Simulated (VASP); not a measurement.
# CoSi (Pm-3m) in VASP: a series of runs

One crystal, CoSi, is run at these levels: PBEsol; tasks: single point.

Program: VASP 6.6.1. These are calculated values, not measurements. Logs are shortened: lines on timing, memory, paths and dates and some standing lists are left out, and cuts for length are marked.

**1. Starting point**

The structure is cubic, space group Pm-3m (No. 221). Conventional cell: a = 2.781 Å, b = 2.781 Å, c = 2.781 Å, α = 90.00°, β = 90.00°, γ = 90.00°. Co (site symmetry m-3m) is surrounded by 8 Si at 2.41 Å. Si (site symmetry m-3m) has 8 Co at 2.41 Å as nearest neighbours.

Measurements of this composition are mostly on another form, of space group No. 198.

**2. Single point, PBEsol, collinear spin, ferromagnetic start**

File INCAR:

```
ADDGRID = False
ALGO = Normal
EDIFF = 1E-7
ENCUT = 350
GGA = PS
ISIF = 2
ISMEAR = 1
ISPIN = 2
LASPH = True
LCHARG = False
LMAXMIX = 4
LORBIT = 11
LREAL = False
LWAVE = False
MAGMOM = 2 0
NELM = 100
PREC = Accurate
SIGMA = 0.15
```

File KPOINTS:

```
k-points
0
Gamma
  9 9 9
```

File POSCAR:

```
CoSi
1.0
    2.7813340000      0.0000000000      0.0000000000
    0.0000000000      2.7813340000      0.0000000000
    0.0000000000      0.0000000000      2.7813340000
Co Si
1 1
Direct
    0.0000000000      0.0000000000      0.0000000000
    0.5000000000      0.5000000000      0.5000000000
```

Potentials or basis: VASP PAW PBE potentials, release 64 (Co, Si).

Command:

```
> cat potpaw_PBE.64/Co/POTCAR potpaw_PBE.64/Si/POTCAR > POTCAR
> mpirun -np 1 vasp_std > vasp.out
```

OUTCAR:

```text
EDIFF = 1E-7
   ENCUT = 350
   GGA = PS
   ISIF = 2
   ISMEAR = 1
   ISPIN = 2
   LASPH = True
   LORBIT = 11
   LREAL = False
   NELM = 100
   PREC = Accurate

 Found     35 irreducible k-points:

 Following reciprocal coordinates:
            Coordinates               Weight
  0.000000  0.000000  0.000000      1.000000
  0.111111  0.000000  0.000000      6.000000
  0.222222  0.000000  0.000000      6.000000
  0.333333  0.000000  0.000000      6.000000
  0.444444  0.000000  0.000000      6.000000
  0.111111  0.111111  0.000000     12.000000
   k-points           NKPTS =     35   k-points in BZ     NKDIM =     35   number of bands    NBANDS=     11
   number of dos      NEDOS =    301   number of ions     NIONS =      2
   total plane-waves  NPLWV =   5832
   dimension x,y,z NGX =    18 NGY =   18 NGZ =   18
   dimension x,y,z NGXF=    36 NGYF=   36 NGZF=   36
   ions per type =               1   1
   NGX,Y,Z   is equivalent  to a cutoff of  10.76, 10.76, 10.76 a.u.
   NGXF,Y,Z  is equivalent  to a cutoff of  21.52, 21.52, 21.52 a.u.
 SYSTEM =  unknown system
   PREC   = accura    normal or accurate (medium, high low for compatibility)
   ISTART =      0    job   : 0-new  1-cont  2-samecut
   ICHARG =      2    charge: 1-file 2-atom 10-const
   ISPIN  =      2    spin polarized calculation?
   LNONCOLLINEAR =      F non collinear calculations
   LSORBIT =      F    spin-orbit coupling
   LASPH  =      T    aspherical Exc in radial PAW
   ENCUT  =  350.0 eV  25.72 Ry    5.07 a.u.   4.24  4.24  4.24*2*pi/ulx,y,z
   NELM   =    100;   NELMIN=  2; NELMDL= -5     # of ELM steps
   EDIFF  = 0.1E-06   stopping-criterion for ELM
   LREAL  =      F    real-space projection
   EDIFFG = 0.1E-05   stopping-criterion for IOM
   NSW    =      0    number of steps for IOM
   IBRION =     -1    ionic relax: 0-MD 1-quasi-New 2-CG
   NFREE  =      0    steps in history (QN), initial steepest desc. (CG)
   ISIF   =      2    stress and relaxation
   ISYM   =      2    0-nonsym 1-usesym 2-fastsym
   POTIM  = 0.5000    time-step for ionic-motion
   TEBEG  =    0.0;   TEEND  =   0.0 temperature during run
   PSTRESS=    0.0 pullay stress
   NELECT =      13.0000    total number of electrons
   NUPDOWN=      -1.0000    fix difference up-down
   EMIN   =  10.00;   EMAX   =-10.00  energy-range for DOS
   EFERMI =   0.00;   METHOD = LEGACY
   ISMEAR =     1;   SIGMA  =   0.15  broadening in eV -4-tet -1-fermi 0-gaus
   EFERMI_NEDOS =   21; number of points for ismear=-14 and -15
   IALGO  =     38    algorithm
   IMIX   =      4    mixing-type and parameters
     AMIX     =   0.40;   BMIX     =  1.00
     AMIX_MAG =   1.60;   BMIX_MAG =  1.00
  volume/ion in A,a.u.               =      10.76        72.60
  Fermi-wavevector in a.u.,A,eV,Ry     =   1.384000  2.615381 26.061367  1.915456
  Thomas-Fermi vector in A             =   2.508545
   LORBIT       =     11    0 simple, 1 ext, 2 COOP (PROOUT), +10 PAW based schemes
   GGA     = PS    functional components
   LHFCALC =     F    Hartree Fock is set to
   AEXX    =    0.0000 exact exchange contribution
   IVDW    =     0    specifies the selected vdW correction
   LEPSILON=     F    determine dielectric tensor
   LRPA    =     F    only Hartree local field effects (RPA)
 spin polarized calculation
 Methfessel and Paxton  Order N= 1 SIGMA  =   0.15
  energy-cutoff  :      350.00
  volume of cell :       21.52
 maximum number of plane-waves:       341
 NGX is ok and might be reduce to    18
   NGX =  9   NGY =  9   NGZ =  9

 number of electron      13.0000007 magnetization       0.4654562

 Free energy of the ion-electron system (eV)
  ---------------------------------------------------
  ext. energy  EPLUGINS =         0.00000000
  ---------------------------------------------------
  free energy    TOTEN  =       -14.53541904 eV

  energy without entropy =      -14.53159477  energy(sigma->0) =      -14.53414429

 E-fermi :  12.7194     XC(G=0): -13.0480

 val. band max:       12.6997055277   @ k =   0.4444   0.4444   0.3333
 cond. band min:      12.7221850526   @ k =   0.2222   0.0000   0.0000
 fundamental gap:      0.0224795248
 Fermi energy:        12.7194134855

 spin component 1

 k-point     1 :       0.0000    0.0000    0.0000
  band No.  band energies     occupation
      1      -1.5226      1.00000
      2       8.6466      1.00000
      3       8.6466      1.00000
      4      11.1959      1.00000
      5      11.1959      1.00000
      6      11.1959      1.00000
      7      15.7145     -0.00000
      8      15.7145     -0.00000
      9      15.7145     -0.00000
     10      20.2154      0.00000
     11      20.2154      0.00000

 k-point     2 :       0.1111    0.0000    0.0000
  band No.  band energies     occupation
      1      -1.2851      1.00000
      2       8.5144      1.00000
      3       8.7262      1.00000
      4      10.9961      1.00000
      5      10.9961      1.00000
      6      11.2132      1.00000
      7      14.3751     -0.00000
      8      16.1185      0.00000
      9      16.1185      0.00000
     10      20.1429      0.00000
     11      21.4219      0.00000

 k-point     3 :       0.2222    0.0000    0.0000
  band No.  band energies     occupation
      1      -0.5832      1.00000
      2       7.8055      1.00000
      3       8.9337      1.00000
      4      10.5753      1.00000
      5      10.5753      1.00000
      6      11.2573      1.00000
      7      12.7222      0.48437
      8      17.1601      0.00000
      9      17.1601      0.00000
     10      19.9308      0.00000
     11      22.7386      0.00000

 k-point     4 :       0.3333    0.0000    0.0000
  band No.  band energies     occupation
      1       0.5445      1.00000
      2       6.2063      1.00000
      3       9.1868      1.00000
      4      10.1875      1.00000
      5      10.1875      1.00000
      6      11.3083      1.00000
      7      12.1151      1.00000
      8      18.6041      0.00000
      9      18.6041      0.00000
     10      19.6520      0.00000
     11      23.7102      0.00000

 k-point     5 :       0.4444    0.0000    0.0000
  band No.  band energies     occupation
      1       1.9482      1.00000
      2       4.3615      1.00000
      3       9.3635      1.00000
      4       9.9673      1.00000
      5       9.9673      1.00000
      6      11.3417      1.00000
      7      12.0704      1.00000
      8      19.4472      0.00000
      9      20.2679      0.00000
     10      20.2679      0.00000
     11      22.7489      0.00000

 k-point     6 :       0.1111    0.1111    0.0000
  band No.  band energies     occupation
      1      -1.0499      1.00000
      2       8.5314      1.00000
      3       8.6819      1.00000
      4      10.7597      1.00000
      5      10.9461      1.00000
      6      11.1026      1.00000
      7      14.5117     -0.00000
      8      14.9479     -0.00000
      9      16.4944      0.00000
     10      20.6971      0.00000
     11      22.3067      0.00000

 [... further k-points ...]

 spin component 2

 k-point     1 :       0.0000    0.0000    0.0000
  band No.  band energies     occupation
      1      -1.5048      1.00000
      2       9.1165      1.00000
      3       9.1165      1.00000
      4      11.5242      1.00000
      5      11.5242      1.00000
      6      11.5242      1.00000
      7      15.7358      0.00000
      8      15.7358      0.00000
      9      15.7358      0.00000
     10      20.4334      0.00000
     11      20.4334      0.00000

 k-point     2 :       0.1111    0.0000    0.0000
  band No.  band energies     occupation
      1      -1.2673      1.00000
      2       8.9330      1.00000
      3       9.2044      1.00000
      4      11.3092      1.00000
      5      11.3092      1.00000
      6      11.5423      1.00000
      7      14.5194     -0.00000
      8      16.1538      0.00000
      9      16.1538      0.00000
     10      20.3396      0.00000
     11      21.5763      0.00000

 k-point     3 :       0.2222    0.0000    0.0000
  band No.  band energies     occupation
      1      -0.5653      1.00000
      2       8.0538      1.00000
      3       9.4346      1.00000
      4      10.8648      1.00000
      5      10.8648      1.00000
      6      11.5884      1.00000
      7      13.1050     -0.00084
      8      17.2158      0.00000
      9      17.2158      0.00000
     10      20.0692      0.00000
     11      22.8460      0.00000

 k-point     4 :       0.3333    0.0000    0.0000
  band No.  band energies     occupation
      1       0.5628      1.00000
      2       6.3090      1.00000
      3       9.7184      1.00000
      4      10.4619      1.00000
      5      10.4619      1.00000
      6      11.6417      1.00000
      7      12.6949      0.63610
      8      18.6720      0.00000
      9      18.6720      0.00000
     10      19.7144      0.00000
     11      23.7845      0.00000

 k-point     5 :       0.4444    0.0000    0.0000
  band No.  band energies     occupation
      1       1.9651      1.00000
      2       4.4190      1.00000
      3       9.9191      1.00000
      4      10.2348      1.00000
      5      10.2348      1.00000
      6      11.6766      1.00000
      7      12.7291      0.44539
      8      19.4539      0.00000
      9      20.3476      0.00000
     10      20.3476      0.00000
     11      22.7950      0.00000

 k-point     6 :       0.1111    0.1111    0.0000
  band No.  band energies     occupation
      1      -1.0321      1.00000
      2       8.9382      1.00000
      3       9.1299      1.00000
      4      11.0650      1.00000
      5      11.2527      1.00000
      6      11.4270      1.00000
      7      14.6953     -0.00000
      8      15.0653     -0.00000
      9      16.5403      0.00000
     10      20.8504      0.00000
     11      22.4254      0.00000

 [... further k-points ...]

------------------------ aborting loop because EDIFF is reached ----------------------------------------

  FORCE on cell =-STRESS in cart. coord.  units (eV):
  Direction    XX          YY          ZZ          XY          YZ          ZX
  --------------------------------------------------------------------------------------
  -------------------------------------------------------------------------------------
  Total       -0.8350244     -0.8350244     -0.8350244      0.0000000     -0.0000000      0.0000000
  in kB      -62.1799437    -62.1799437    -62.1799437      0.0000000     -0.0000000      0.0000000
  external PRESSURE =     -62.1799437 kB  Pullay stress =       0.0000000 kB

 VOLUME and BASIS-vectors are now :
 -----------------------------------------------------------------------------
  energy-cutoff  :      350.00
  volume of cell :       21.52
      direct lattice vectors                 reciprocal lattice vectors
     2.781334000  0.000000000  0.000000000     0.359539703  0.000000000  0.000000000
     0.000000000  2.781334000  0.000000000     0.000000000  0.359539703  0.000000000
     0.000000000  0.000000000  2.781334000     0.000000000  0.000000000  0.359539703

 POSITION                                       TOTAL-FORCE (eV/Angst)
 -----------------------------------------------------------------------------------
      0.00000      0.00000      0.00000         0.000000      0.000000      0.000000
      1.39067      1.39067      1.39067         0.000000      0.000000      0.000000
 -----------------------------------------------------------------------------------
    total drift:                               -0.000000     -0.000000      0.000000

  FREE ENERGIE OF THE ION-ELECTRON SYSTEM (eV)
  ---------------------------------------------------
  free  energy   TOTEN  =       -14.5354190434 eV

  energy  without entropy=      -14.5315947711  energy(sigma->0) =      -14.53414429

 total charge

# of ion       s       p       d       tot
------------------------------------------
    1        0.441   0.588   7.578   8.607
    2        0.717   0.859   0.000   1.576
--------------------------------------------------
tot          1.158   1.447   7.578  10.183

 magnetization (x)

# of ion       s       p       d       tot
------------------------------------------
    1        0.006  -0.001   0.457   0.462
    2        0.007   0.008   0.000   0.014
--------------------------------------------------
tot          0.013   0.007   0.457   0.477
```

Wall time 6.1 s (1 thread of Intel Xeon 6975P-C (Granite Rapids), shared host); peak memory 0.12 GiB.

These settings aren't checked as converged: the numbers below hold their error.

Results:

* Free energy: -14.5354 eV
* Pressure: -6.2 GPa
* Band gap on the k mesh: none (metal or under the smearing width)
* Net moment: 0.47 μB per cell
* Site moments: Co +0.46; Si +0.01 μB
* Valence electrons inside the program's atomic spheres: Co 8.61; Si 1.58

Caveat: the PAW data sets were made with another functional, which shifts forces and pressure a little.

**3. Single point, PBEsol, collinear spin, ferromagnetic start**

Edit INCAR of step 2 so:

```diff
@@ -3,3 +3,3 @@
 EDIFF = 1E-7
-ENCUT = 350
+ENCUT = 300
 GGA = PS
```

File KPOINTS:

```
k-points
0
Gamma
  10 10 10
```

POSCAR is that of step 2.

Potentials or basis: VASP PAW PBE potentials, release 64 (Co, Si).

Command:

```
> cat potpaw_PBE.64/Co/POTCAR potpaw_PBE.64/Si/POTCAR > POTCAR
> mpirun -np 1 vasp_std > vasp.out
```

Run time: 4.7 s. Hardware: 1 thread of Intel Xeon 6975P-C (Granite Rapids), shared host; peak memory 0.12 GiB.

These settings aren't checked as converged: the numbers below hold their error.

Results:

```yaml
Free_energy: -14.5364 eV
Band_gap_on_the_k_mesh: none (metal or under the smearing width)
Net_moment: 0.53 μB per cell
Site_moments: Co +0.53; Si +0.01 μB
Valence_electrons_inside_the_program's_atomic_spheres: Co 8.60; Si 1.58
```

Caveat: the cutoff is under 1.25 times the usual one of these potentials, so pressure, stress and relaxed cells hold a basis-set (Pulay) error; the PAW data sets were made with another functional, which shifts forces and pressure a little.

**4. The reference run**

An earlier run on the cell as given: functional PBE; potentials or basis VASP PAW PBE potentials, release 64 (Co, Si); cutoff 520 eV; k mesh 10 × 10 × 10; occupations fermi-dirac, width 0.05 eV; collinear spin, ferromagnetic start; starting moments [2.0, 0.0] μB.

- Pressure: 0.6 GPa
- Band gap on the k mesh: none (metal or under the smearing width)
- Net moment: 0.54 μB per cell
- Site moments: Co +0.54; Si +0.01 μB
- Valence electrons inside the program's atomic spheres: Co 8.61; Si 1.57
